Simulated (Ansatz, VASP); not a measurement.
# Cross-check of TePb between VASP and Ansatz, part 2 of 2

One calculation is typed for both programs; each brings its own data sets and cutoff. How far apart do they land?

VASP 6.6.1 and Ansatz 0.2.0.

So far: The structure; Ansatz: band structure, r2SCAN-EpsX with an exact-exchange share of 0.033; VASP: band structure, r2SCAN-EpsX with an exact-exchange share of 0.033.

## (3) VASP: band structure, r2SCAN-EpsX with an exact-exchange share of 0.033 (continued)

Level of this step: r2SCAN-EpsX, exact-exchange share 1/29.976; plane waves and PAW (Te, Pb_d) (VASP).

Numbers of over 12 decimals in the logs are rounded to 6 here.

Parts of OUTCAR (step 3):

```text
ion  position               nearest neighbor table
   1  0.500  0.500  0.500-   2 3.23   2 3.23   2 3.23   2 3.23   2 3.23   2 3.23
   2  0.000  0.000  0.000-   1 3.23   1 3.23   1 3.23   1 3.23   1 3.23   1 3.23

  LATTYP: Found a face centered cubic cell.
 ALAT       =     6.4620000000

 Subroutine GETGRP returns: Found 48 space group operations
 (whereof 48 operations were pure point group operations)

The static configuration has the point symmetry O_h .

 Found      8 irreducible k-points:

   k-points           NKPTS =      8   k-points in BZ     NKDIM =     64   number of bands    NBANDS=     16

   dimension x,y,z NGX =    30 NGY =   30 NGZ =   30
   dimension x,y,z NGXF=    60 NGYF=   60 NGZF=   60

   ENCUT  =  407.0 eV  29.91 Ry    5.47 a.u.   7.52  7.52  7.52*2*pi/ulx,y,z

   NELECT =      20.0000    total number of electrons

 k-points in reciprocal lattice and weights: Automatic mesh
   0.00000000  0.00000000  0.00000000       0.016
   0.25000000  0.00000000  0.00000000       0.125
   0.50000000  0.00000000  0.00000000       0.062
   0.25000000  0.25000000  0.00000000       0.094
   0.50000000  0.25000000  0.00000000       0.375
  -0.25000000  0.25000000  0.00000000       0.188
   0.50000000  0.50000000  0.00000000       0.047
  -0.25000000  0.50000000  0.25000000       0.094

  exchange ACFDT corr.  =         0.00000000  see jH, gK, PRB 81, 115126

 average (electrostatic) potential at core
       1 -92.3806       2 -96.7908

 E-fermi :   5.5748

 k-point     1 :       0.0000    0.0000    0.0000
  band No.  band energies     occupation
    ...
      6      -7.2446      2.00000
      7      -0.2517      2.00000
      8       3.9121      2.00000
      9       3.9121      2.00000
     10       3.9121      2.00000
     11       9.9611      0.00000
     12       9.9611      0.00000
     13       9.9611      0.00000
     14      11.7690      0.00000
     15      11.7690      0.00000
    ...

 k-point     2 :       0.2500    0.0000    0.0000
  band No.  band energies     occupation
    ...
      6      -6.6814      2.00000
      7      -1.8484      2.00000
      8       4.0956      2.00000
      9       4.0956      2.00000
     10       4.7635      2.00000
     11       7.9596      0.00000
     12       8.2151      0.00000
     13       8.2151      0.00000
     14      11.9456      0.00000
     15      12.9086      0.00000
    ...

 k-point     3 :       0.5000    0.0000    0.0000
  band No.  band energies     occupation
    ...
      6      -5.7071      2.00000
      7      -3.5719      2.00000
      8       4.4014      2.00000
      9       4.4014      2.00000
     10       5.4492      2.00000
     11       6.5796      0.00000
     12       6.9759      0.00000
     13       6.9759      0.00000
     14      14.5575      0.00000
     15      15.3126      0.00000
    ...

  energy-cutoff  :      407.00
  volume of cell :       67.46
      direct lattice vectors                 reciprocal lattice vectors
     0.000000000  3.231000000  3.231000000    -0.154750851  0.154750851  0.154750851
     3.231000000  0.000000000  3.231000000     0.154750851 -0.154750851  0.154750851
     3.231000000  3.231000000  0.000000000     0.154750851  0.154750851 -0.154750851

 POSITION                                       TOTAL-FORCE (eV/Angst)
 -----------------------------------------------------------------------------------
      3.23100      3.23100      3.23100         0.000000     -0.000000     -0.000000
      0.00000      0.00000      0.00000         0.000000      0.000000      0.000000
 -----------------------------------------------------------------------------------
    total drift:                                0.000000      0.000000      0.000001

  FREE ENERGIE OF THE ION-ELECTRON SYSTEM (eV)
  ---------------------------------------------------
  free  energy   TOTEN  =       -80.5723519854 eV

  energy  without entropy=      -80.5723519854  energy(sigma->0) =      -80.57235199

 total charge
# of ion       s       p       d       tot
------------------------------------------
    1        1.371   2.071   0.018   3.459
    2        1.463   0.555   9.828  11.847
--------------------------------------------------
tot          2.834   2.626   9.846  15.306

[... 3 further parts left out ...]
```

The k-mesh is coarse for unscreened exact exchange, which converges slowly with it. Spin-orbit coupling is off here; with elements this heavy it splits and shifts levels by tenths of an eV or more.

## (4) Comparison

Known differences besides the potentials themselves: exact exchange at q = 0 is treated differently, which shows on coarse meshes; VASP keeps PBE cores, Ansatz makes them for the functional; the data sets hold 30 valence electrons in Ansatz (default PAW (the set named soft_2) files) and 20 in VASP; the cutoff is 500 eV in Ansatz and 407 eV in VASP; VASP takes a coarser grid for exact exchange (PRECFOCK = Fast). Total energies have different zeros and are not compared.

Both answers:

```
                     quantity  Ansatz   VASP  difference
gap over the path points (eV)   1.132  1.131      +0.002
```

Levels at points of the path, from each program's valence-band top (eV; 4 filled, then empty):

```
k (reciprocal lattice)                                  Ansatz                                    VASP
     0.000 0.000 0.000  -5.69 -1.54 -1.54 -1.54 4.50 4.50 4.50  -5.70 -1.54 -1.54 -1.54 4.51 4.51 4.51
     0.500 0.000 0.500  -7.58 -4.79 -3.04 -3.04 3.70 5.99 5.99  -7.59 -4.78 -3.03 -3.03 3.70 6.00 6.00
     0.500 0.200 0.700  -8.28 -4.29 -3.78 -0.87 2.51 5.15 6.25  -8.30 -4.29 -3.77 -0.87 2.50 5.15 6.26
     0.400 0.350 0.750  -8.33 -4.37 -2.85 -1.85 3.54 4.54 5.77  -8.34 -4.37 -2.84 -1.84 3.54 4.54 5.77
     0.150 0.150 0.300  -7.13 -2.32 -1.01 -0.37 2.10 2.31 4.53  -7.14 -2.31 -1.00 -0.37 2.10 2.31 4.53
     0.200 0.200 0.200  -6.82 -1.42 -1.42 -0.90 2.98 3.20 3.20  -6.83 -1.42 -1.42 -0.90 2.98 3.20 3.20
     0.500 0.500 0.500   -9.01 -1.05 -1.05 0.00 1.13 1.52 1.52   -9.02 -1.05 -1.05 0.00 1.13 1.53 1.53
     0.550 0.400 0.550  -8.86 -2.47 -1.55 -0.99 2.14 2.27 3.57  -8.88 -2.47 -1.54 -0.99 2.14 2.27 3.57
     0.600 0.250 0.650  -8.33 -4.37 -2.85 -1.85 3.54 4.54 5.77  -8.34 -4.37 -2.84 -1.84 3.54 4.54 5.77
     0.500 0.250 0.750  -8.35 -4.04 -4.04 -0.46 2.01 5.73 5.73  -8.36 -4.04 -4.04 -0.45 2.00 5.73 5.73
```

Among the levels compared at these points, filled levels agree within 15 meV and empty ones within 11 meV.

## (5) Summary of results

```json
{
  "difference in gap over the path points (band structure, r2SCAN-EpsX with an exact-exchange share of 0.033)": "0.0018 eV"
}
```

What this shows: The difference in gap over the path points is 0.0018 eV (band structure, r2SCAN-EpsX with an exact-exchange share of 0.033), within the 0.08 eV picked in this series as the mark of a large difference. How closely two codes agree says nothing of how well the functional describes the real material.

[Lines on the potential files, build, host, timing and source positions are cut from VASP's logs without a mark.]

[Logs are printed without paths, hosts, clocks, repeated set-up lines and the standing remarks that a program may print on its own settings, such as how far it seeks lower states.]

[Hosts, paths, dates, database ids (printed as entryN), source tags and the programs' standing remarks are cut or masked in the printed files.]
